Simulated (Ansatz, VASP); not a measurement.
**Ba: VASP beside Ansatz**

File INCAR:

```
SYSTEM = Ba
  PREC = Accurate
  ENCUT = 520
  EDIFF = 1E-7
  ISMEAR = -1
  SIGMA = 0.05
  LREAL = .False.
  LASPH = .True.
  NELM = 60
  ALGO = Normal
  ISIF = 2
  LWAVE = .False.
  LCHARG = .False.
  GGA = PE
  NBANDS = 11
```

Contents of KPOINTS:

```
regular mesh
0
Gamma
  8 8 8
  0 0 0
```

File POSCAR:

```
Ba
1.0
   -2.4717600000      2.4776470000      2.4485140000
    2.5653110000     -2.5280200000      2.5924380000
    2.4506570000      2.5069170000     -2.4988870000
Ba
1
Direct
   -0.0010750000      0.0047450000     -0.0114680000
```

The input input.yaml:

```yaml
crystal:
  lattice:
    - [-2.47176, 2.477647, 2.448514]
    - [2.565311, -2.52802, 2.592438]
    - [2.450657, 2.506917, -2.498887]
  atoms:
    - { symbol: Ba, position: [-0.001075, 0.004745, -0.011468] }
hamiltonian:
  xc: pbe
  pseudopotentials: { kind: paw }
kpoints:
  mp_grid: { grid: [8, 8, 8] }
scf:
  occupations: { method: fermi_dirac, width: 0.05 }
output:
  forces: true
  stress: true
  eigenvalues: true
```

Change from the starting cell: cell strained at random at fixed volume.

Alike in both runs: task single point; functional PBE; k mesh 8 × 8 × 8; occupations fermi-dirac, width 0.05 eV; no spin polarisation.

|  | VASP | Ansatz |
| --- | --- | --- |
| version | VASP 6.6.1 | Ansatz 0.2.0 |
| potentials or method | VASP PAW PBE potentials, release 64 (Ba_sv) | Ansatz PAW |
| plane-wave cutoff (eV) | 520 | 420 |
| valence electrons in the cell | 10 | 10 |

|  | VASP | Ansatz | Ansatz less VASP |
| --- | --- | --- | --- |
| gap on the k mesh at the Fermi level (eV) | none | none | - |
| pressure (GPa) | 0.0 | 0.0 | -0.05 |
| largest component of the traceless stress (GPa) | 0.41 | 0.41 | -0.002 |

A gap of «none» marks a metal or a gap that the smearing closes. With one functional, cell and mesh, what is left measures potentials, basis and numerics.

The runs have no spin-orbit coupling, so splittings on Ba are missing.
